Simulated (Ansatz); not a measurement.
# V_H (site 2) in MgH2 (Pbcn): charge-transition levels and formation energies

Aim: at which Fermi levels does V_H (site 2) in MgH2 (Pbcn) change its charge? The model is a cell of 72 host atoms with 1 H taken out.

Main program and level: Ansatz 0.2.0; place-levels on LDA runs: charge-transition levels and formation energies with image-charge correction and potential alignment at the atomic sites.

Report form: the programs' logs are mostly left out.

**1. The structure**

The cell holds 71 atoms: 24 Mg and 47 H. Its edges and angles: a = 10.328 Å, b = 6.932 Å, c = 9.686 Å, α = 90.0°, β = 90.0°, γ = 98.5°. It derives from MgH2 (space group Pbcn). Nearest the centre at fractional (0.458, 0.647, 0.289): Mg11 at 1.88 Å, Mg8 at 1.92 Å, Mg2 at 1.97 Å, H14 at 2.45 Å, H26 at 2.63 Å, H23 at 2.67 Å, H58 at 2.67 Å, H17 at 2.68 Å.

As a file:

```xyz
71
Lattice="8.8408 5.3395 0.0000 -4.4204 5.3395 0.0000 0.0000 0.0000 9.6859" Properties=species:S:1:pos:R:3 pbc="T T T"
Mg   -2.2102    4.4362    3.6322
Mg    2.2102    4.4362    3.6322
Mg    6.6306    4.4362    3.6322
Mg    0.0000    3.5730    1.2107
Mg    4.4204    3.5730    1.2107
Mg    4.4204    8.9125    1.2107
Mg   -2.2102    6.2428    1.2107
Mg    2.2102    6.2428    1.2107
Mg    6.6306    6.2428    1.2107
Mg    0.0000    1.7664    3.6322
Mg    0.0000    7.1059    3.6322
Mg    4.4204    7.1059    3.6322
H    -1.1920    4.7749    2.0392
H     3.2284    4.7749    2.0392
H     7.6488    4.7749    2.0392
H     1.0182    3.2343    2.8038
H     1.0182    8.5738    2.8038
H     5.4386    8.5738    2.8038
H    -1.0182    3.2343    4.4607
H     3.4022    3.2343    4.4607
H     3.4022    8.5738    4.4607
H    -3.2284    4.7749    0.3823
H     1.1920    4.7749    0.3823
H     5.6124    4.7749    0.3823
H    -1.1920    5.9040    4.4607
H     3.2284    5.9040    4.4607
H     7.6488    5.9040    4.4607
H     1.0182    2.1052    0.3823
H     1.0182    7.4446    0.3823
H     5.4386    7.4446    0.3823
H    -1.0182    2.1052    2.0392
H     3.4022    2.1052    2.0392
H     3.4022    7.4446    2.0392
H    -3.2284    5.9040    2.8038
H     5.6124    5.9040    2.8038
Mg   -2.2102    4.4362    8.4752
Mg    2.2102    4.4362    8.4752
Mg    6.6306    4.4362    8.4752
Mg    0.0000    3.5730    6.0537
Mg    4.4204    3.5730    6.0537
Mg    4.4204    8.9125    6.0537
Mg   -2.2102    6.2428    6.0537
Mg    2.2102    6.2428    6.0537
Mg    6.6306    6.2428    6.0537
Mg    0.0000    1.7664    8.4752
Mg    0.0000    7.1059    8.4752
Mg    4.4204    7.1059    8.4752
H    -1.1920    4.7749    6.8821
H     3.2284    4.7749    6.8821
H     7.6488    4.7749    6.8821
H     1.0182    3.2343    7.6468
H     1.0182    8.5738    7.6468
H     5.4386    8.5738    7.6468
H    -1.0182    3.2343    9.3036
H     3.4022    3.2343    9.3036
H     3.4022    8.5738    9.3036
H    -3.2284    4.7749    5.2253
H     1.1920    4.7749    5.2253
H     5.6124    4.7749    5.2253
H    -1.1920    5.9040    9.3036
H     3.2284    5.9040    9.3036
H     7.6488    5.9040    9.3036
H     1.0182    2.1052    5.2253
H     1.0182    7.4446    5.2253
H     5.4386    7.4446    5.2253
H    -1.0182    2.1052    6.8821
H     3.4022    2.1052    6.8821
H     3.4022    7.4446    6.8821
H    -3.2284    5.9040    7.6468
H     1.1920    5.9040    7.6468
H     5.6124    5.9040    7.6468
```

Screening for the image-charge correction: ε∞ = (4.33, 4.44, 4.44), ε0 = (11.73, 11.23, 11.76), computed on the host (DFPT, LDA).

The cell's shortest repeat is 6.9 Å.

**2. Charge states**

A transition level is the Fermi level at which two charge states cost the same, so each charge needs its own total energy, at its own relaxed structure.

Each atom starts 0.03 Å or so off its site in a random direction. Forces are taken at the zone centre alone. The cell holds 1 electron more than the neutral one, with a uniform background that keeps it neutral on the whole.

One state's input; the others differ in charge, spin, start and seed, and in occupations where the table says so.

Input file qm1.relax/input.yaml:

```yaml
crystal:
  lattice:
    - [8.84084502, 5.33945801, 0.0]
    - [-4.42042251, 5.33945801, 0.0]
    - [0.0, 0.0, 4.84296315]
  atoms:
    - { symbol: Mg, position: [0.11027502, 0.72055005, 0.75] }
    - { symbol: Mg, position: [0.44360836, 0.38721671, 0.75] }
    - { symbol: Mg, position: [0.77694169, 0.05388338, 0.75] }
    - { symbol: Mg, position: [0.22305831, 0.44611662, 0.25] }
    - { symbol: Mg, position: [0.55639164, 0.11278329, 0.25] }
    - { symbol: Mg, position: [0.88972498, 0.77944995, 0.25] }
    - { symbol: Mg, position: [0.22305831, 0.94611662, 0.25] }
    - { symbol: Mg, position: [0.55639164, 0.61278329, 0.25] }
[... 24 atom lines left out ...]
    - { symbol: H, position: [0.72130718, 0.67295664, 0.42105885] }
    - { symbol: H, position: [0.1251313, 0.98060489, 0.57894115] }
    - { symbol: H, position: [0.45846464, 0.64727155, 0.57894115] }
    - { symbol: H, position: [0.79179797, 0.31393822, 0.57894115] }
  supercell: [1, 1, 2]
  defects: [{ vacancy: 34 }]
total_charge: -1
basis:
  ecutwfc: 420
  xc_grid: 2
hamiltonian:
  xc: lda
kpoints:
  mp_grid: { grid: [1, 1, 1] }
scf:
  occupations: { method: fixed }
  max_iter: 100
output:
  forces: true
  charged_corrections:
    epsilon: [4.33, 4.44, 4.44]
    static_epsilon: [11.73, 11.23, 11.76]
relax:
  f_tol: 0.02
  max_steps: 80
  random_displacement: { amplitude: 0.03, seed: 6389 }
checkpoint:
  write: "../qm1.relax.run"
  compress: false
  write_wavefunctions: true
  write_every: 100000
```

Command:

```sh
ansatz run input.yaml --threads 4 --pin off --max-ram 6594MiB --backend cpu --events-out ev --progress --plain --runs-dir out
```

The relaxed structure is kept and the sampling changed to a 2×2×2 shifted mesh.

The run of this state that the levels use, under LDA:

Input file qm1.point/input.yaml:

```yaml
crystal:
  checkpoint: "../qm1.relax.run"
  host: checkpoint
total_charge: -1
basis:
  ecutwfc: 420
  xc_grid: 2
hamiltonian:
  xc: lda
kpoints:
  mp_grid: { grid: [2, 2, 2], shift: [0.5, 0.5, 0.5] }
scf:
  occupations: { method: fermi_dirac, width: 0.01 }
  max_iter: 100
output:
  forces: true
  eigenvalues: true
  charged_corrections:
    epsilon: [4.33, 4.44, 4.44]
    static_epsilon: [11.73, 11.23, 11.76]
    defect_position: [0.460413, 0.648518, 0.290094]
  eigenstates: { localisation: true }
  populations: true
  band_densities: [{ bands: [v1, v1] }, { bands: [c1, c1] }]
  write_density: true
  write_potential: true
  volumetric_format: npy
  elf: true
checkpoint:
  write: "../qm1.point.run"
  compress: false
  write_wavefunctions: false
  write_every: 100000
```

Relaxations under LDA at the zone centre alone; times on 4 threads of Arm Neoverse V2, shared host:

| charge | moment (μB) | occupations | outcome | steps | largest displacement against the far atoms (Å) | time |
| --- | --- | --- | --- | --- | --- | --- |
| −1 | 0 | fixed | converged | 5 | 0.28 | 9.5 s |
| 0 | 1 | fixed | converged | 4 | 0.06 | 14 s |
| +1 | 0 | fixed | converged | 5 | 0.33 | 9.5 s |

Single points under LDA at a 2×2×2 shifted mesh; times on 4 threads of Arm Neoverse V2, shared host:

```csv
charge,moment (μB),occupations,outcome,time
−1,0,fermi-dirac,converged,28 s
0,1,fermi-dirac,converged,62 s
+1,0,fermi-dirac,converged,28 s
```

Distances (Å) from the ideal centre to the nearest atoms after relaxation with LDA:

```csv
charge,moment (μB),1.,2.,3.,4.,5.,6.
−1,0,Mg 1.61,Mg 1.73,Mg 1.91,H 2.43,H 2.66,H 2.68
0,1,Mg 1.83,Mg 1.92,Mg 2.03,H 2.40,H 2.62,H 2.63
+1,0,Mg 2.10,Mg 2.12,Mg 2.25,H 2.36,H 2.40,H 2.54
```

**3. Levels against the band edges, LDA**

A charged cell interacts with its images and the background, and its potential has another zero than the host's. place-levels removes the first by a point-charge model, screened by the static dielectric constant since the ions have relaxed around the charge, and the second by comparing potentials at atoms far from the defect.

The host is a run of the defect-free crystal in the same cutoffs, grids and k-points, so that basis and sampling errors cancel in part in the differences. The host is run in a cell of 36 atoms on a matching mesh. Its band edges are searched through the zone by a band path, so the gap is smaller than, or equal to, that on the mesh. Chemical potentials are energies per atom of H (H2 molecule), run with the same functional and cutoff.

Input file levels.point.yaml:

```yaml
host:
  run: host.point.run
states: [qm1.point.run, q0_M1.point.run, qp1.point.run]
geometry_from:
  qm1.point.run: qm1.relax.run
  q0_M1.point.run: q0_M1.relax.run
  qp1.point.run: qp1.relax.run
  host.point.run: host.relax.run
chemical_potentials:
  H:
    energy: -15.478237
    dataset: "<sha256 of the dataset>"
```

Command:

```sh
ansatz place-levels levels.point.yaml -- --threads 4 --pin off --max-ram 6594MiB
```

Elapsed: 0.18 s, on 4 threads of Arm Neoverse V2, shared host.

Under LDA the gap is 3.32 eV, (+1/0) 2.27, (0/−1) 2.62 eV.

Levels between the charges placed, in eV above the valence top:

|  | gap (eV) | (+1/0) | (0/−1) |
| --- | --- | --- | --- |
| LDA | 3.32 | 2.27 | 2.62 |

Corrections by state:

```csv
charge,moment (μB),image terms and alignment (eV),band filling (eV),ε used,"over the lowest of its charge, as the program ranks them, band filling apart (eV)"
+1,0.0,0.123,-,"principal values (11.23, 11.73, 11.76)",0.000
0,1.0,0.000,-,-,0.000
−1,0.0,0.167,-,"principal values (11.23, 11.73, 11.76)",0.000
```

From the program's caveats on the states, each cut to its opening words:

- charge +1, −1: how wide its charge is, is not read beside other atoms or cores, and a band state would take no correction
- charge +1: its sublattices stand up to 0.0273 Å off the host's, which by the two runs' forces adds about +0.01 eV to its energy against the host's, and moves the band [...]
- charge +1: its displacements don't fall off away from the defect: farther atoms stand 0.045 Å off the host's places
- charge −1: its displacements don't fall off away from the defect: farther atoms stand 0.031 Å off the host's places

The host's formation energy from the elements is -0.304 eV per atom; it sets how far the chemical potentials can move.

Limit set by the element alone; other compounds of these elements are not counted. Chemical potentials from the elements' reference states: H 0.00 eV, Mg -0.91 eV. Formation energies (H-rich), with the Fermi level at the valence top and at the conduction bottom (gap 3.32 eV):

| charge | at valence top (eV) | at conduction bottom (eV) | correction included (eV) |
| --- | --- | --- | --- |
| +1 | -0.70 | 2.61 | 0.12 |
| 0 | 1.57 | 1.57 | 0.00 |
| −1 | 4.18 | 0.86 | 0.17 |

Fermi level (eV), lowest formation energy (eV) and a bar from the least value:
```
     0.00      -0.70 
     0.30      -0.40 ####
     0.60      -0.10 ########
     0.90       0.20 ############
     1.21       0.50 ################
     1.51       0.80 ####################
     1.81       1.11 ########################
     2.11       1.41 ############################
     2.41       1.57 ##############################
     2.72       1.47 #############################
     3.02       1.17 #########################
     3.32       0.86 #####################
```

Limit set by the element alone; other compounds of these elements are not counted. Chemical potentials from the elements' reference states: Mg 0.00 eV, H -0.46 eV. Formation energies (Mg-rich), with the Fermi level at the valence top and at the conduction bottom (gap 3.32 eV):

```csv
charge,at valence top (eV),at conduction bottom (eV),correction included (eV)
+1,-1.16,2.16,0.12
0,1.11,1.11,0.00
−1,3.73,0.41,0.17
```

Fermi level (eV), lowest formation energy (eV) and a bar from the least value:
```
     0.00      -1.16 
     0.30      -0.86 ####
     0.60      -0.56 ########
     0.90      -0.26 ############
     1.21       0.05 ################
     1.51       0.35 ####################
     1.81       0.65 ########################
     2.11       0.95 ############################
     2.41       1.11 ##############################
     2.72       1.01 #############################
     3.02       0.71 #########################
     3.32       0.41 #####################
```

**4. The same at the relaxations' own k-points**

The relaxations' own energies give the levels at their sampling, for comparison.

Input file levels.relax_mesh.yaml:

```yaml
host:
  run: host.relax.run
states: [qm1.relax.run, q0_M1.relax.run, qp1.relax.run]
chemical_potentials:
  H:
    energy: -15.478237
    dataset: "<sha256 of the dataset>"
```

Command:

```sh
ansatz place-levels levels.relax_mesh.yaml -- --threads 4 --pin off --max-ram 6594MiB
```

Wall time 0.1 s (4 threads).

Levels between neighbouring charges, in eV above the valence top:

```
                       gap (eV)  (+1/0)  (0/−1)
the zone centre alone      3.34    2.19    2.47
 a 2×2×2 shifted mesh      3.32    2.27    2.62
```

Going from the zone centre alone to a 2×2×2 shifted mesh moves the levels that carry no band-filling term by up to 0.15 eV and formation energies against the elements by up to 0.15 eV.

**5. place-levels, r2SCAN**

r2SCAN on the same structure is run to see how far the result rests on the functional, though not on the errors that semilocal functionals share; the sampling changes too, to the zone centre alone, so differences hold both changes.

qm1.r2scan/input.yaml, as its differences from qm1.point/input.yaml of step 2:

```diff
@@ -5,8 +5,8 @@
 basis:
-  ecutwfc: 420
+  ecutwfc: 500
   xc_grid: 2
 hamiltonian:
-  xc: lda
+  xc: r2scan
 kpoints:
-  mp_grid: { grid: [2, 2, 2], shift: [0.5, 0.5, 0.5] }
+  mp_grid: { grid: [1, 1, 1] }
 scf:
@@ -27,5 +27,4 @@
   volumetric_format: npy
-  elf: true
 checkpoint:
-  write: "../qm1.point.run"
+  write: "../qm1.r2scan.run"
   compress: false
```

It took 8.2 s on 4 threads; peak memory 0.98 GiB; 31 s of CPU time.

Input file levels.r2scan.yaml:

```yaml
host:
  run: host.r2scan.run
states: [qm1.r2scan.run, q0_M1.r2scan.run, qp1.r2scan.run]
geometry_from:
  qm1.r2scan.run: qm1.relax.run
  q0_M1.r2scan.run: q0_M1.relax.run
  qp1.r2scan.run: qp1.relax.run
  host.r2scan.run: host.relax.run
chemical_potentials:
  H:
    energy: -15.945667
    dataset: "<sha256 of the dataset>"
```

Command:

```sh
ansatz place-levels levels.r2scan.yaml -- --threads 4 --pin off --max-ram 6594MiB
```

It took 0.17 s on 4 threads.

Under r2SCAN the gap is 4.35 eV, (+1/0) 2.52, (0/−1) 3.31 eV.

**6. Placing the levels, PBEsol**

PBEsol on the same structure is run to see how far the result rests on the functional, though not on the errors that semilocal functionals share.

Input file qm1.pbesol/input.yaml:

```yaml
crystal:
  checkpoint: "../qm1.relax.run"
  host: checkpoint
total_charge: -1
basis:
  ecutwfc: 420
  xc_grid: 2
hamiltonian:
  xc: pbesol
kpoints:
  mp_grid: { grid: [1, 1, 1] }
scf:
  occupations: { method: fermi_dirac, width: 0.01 }
  max_iter: 100
output:
  forces: true
  eigenvalues: true
  charged_corrections:
    epsilon: [4.33, 4.44, 4.44]
    static_epsilon: [11.73, 11.23, 11.76]
    defect_position: [0.460413, 0.648518, 0.290094]
checkpoint:
  read: "../qm1.relax.run"
  write: "../qm1.pbesol.run"
  compress: false
  write_wavefunctions: false
  write_every: 100000
```

Wall time 3.1 s (4 threads); peak memory 0.72 GiB.

Input file levels.pbesol.yaml:

```yaml
host:
  run: host.pbesol.run
states: [qm1.pbesol.run, q0_M1.pbesol.run, qp1.pbesol.run]
geometry_from:
  qm1.pbesol.run: qm1.relax.run
  q0_M1.pbesol.run: q0_M1.relax.run
  qp1.pbesol.run: qp1.relax.run
  host.pbesol.run: host.relax.run
chemical_potentials:
  H:
    energy: -15.609288
    dataset: "<sha256 of the dataset>"
```

Command:

```sh
ansatz place-levels levels.pbesol.yaml -- --threads 4 --pin off --max-ram 6594MiB
```

Elapsed: 0.17 s, on 4 threads.

Under PBEsol the gap is 3.46 eV, (+1/0) 2.14, (0/−1) 2.60 eV; the stage before (r2SCAN) gave a gap of 4.35 eV and levels within 0.71 eV of these.

**7. Side by side**

Levels between neighbouring charges, in eV above each run's own valence top:

|  | gap (eV) | (+1/0) | (0/−1) | CPU time a state at this stage (restarts are quicker than cold starts) |
| --- | --- | --- | --- | --- |
| LDA, 2×2×2 shifted mesh | 3.32 | 2.27 | 2.62 | 2.5 min |
| r2SCAN on LDA structures, zone centre alone | 4.35 | 2.52 | 3.31 | 69 s |
| PBEsol on LDA structures, zone centre alone | 3.46 | 2.14 | 2.60 | 16 s |

**8. Summary of results**

```json
{
 "gap of the host": "3.32 eV (LDA)",
 "level (plus 1/0)": "2.27 eV above the valence top",
 "level (0/minus 1)": "2.62 eV above the valence top",
 "lowest of the charges placed, just above the valence top (0.02 eV)": "+1",
 "lowest of the charges placed, just below the conduction bottom (0.02 eV)": "−1",
 "lowest formation energy at mid-gap of the charges run, H-rich": "0.96 eV",
 "lowest formation energy at mid-gap of the charges run, Mg-rich": "0.50 eV"
}
```

**Reading.** Of the charges placed (−1, 0 and +1), the lowest changes at 2.27 eV (+1/0) and 2.62 eV (0/−1) above the valence top, in a gap of 3.32 eV. Charges above +1 and below −1 were not placed, so these runs say nothing of levels that involve them. States placed: +1 at 0 μB; 0 at 1 μB; −1 at 0 μB. Other spin states or structures, where not listed, weren't placed. Going from the zone centre alone to a 2×2×2 shifted mesh moves the levels that carry no band-filling term by up to 0.15 eV and formation energies against the elements by up to 0.15 eV. What this leaves open: the images are only 6.9 Å apart; LDA makes the gap too small and tends to spread out bound carriers; force components of up to 0.15 eV/Å remain in a run at the final settings.

[Logs are printed without paths, hosts, clocks, repeated set-up lines and the standing remarks that a program may print on its own settings, such as how far it seeks lower states.]

[Hosts, paths, dates, database ids (printed as entryN), source tags and the programs' standing remarks are cut or masked in the printed files.]

[Where a table of states has a column of steps, it counts the stored structures, which are thinned; the runs took as many ionic steps or more.]

[A defect's name tells the site on which it was built; relaxed atoms can leave that site.]

[For some hosts the program warned that the k-mesh of the response run may be too coarse for force constants and the static dielectric constant; such warnings are not shown here.]
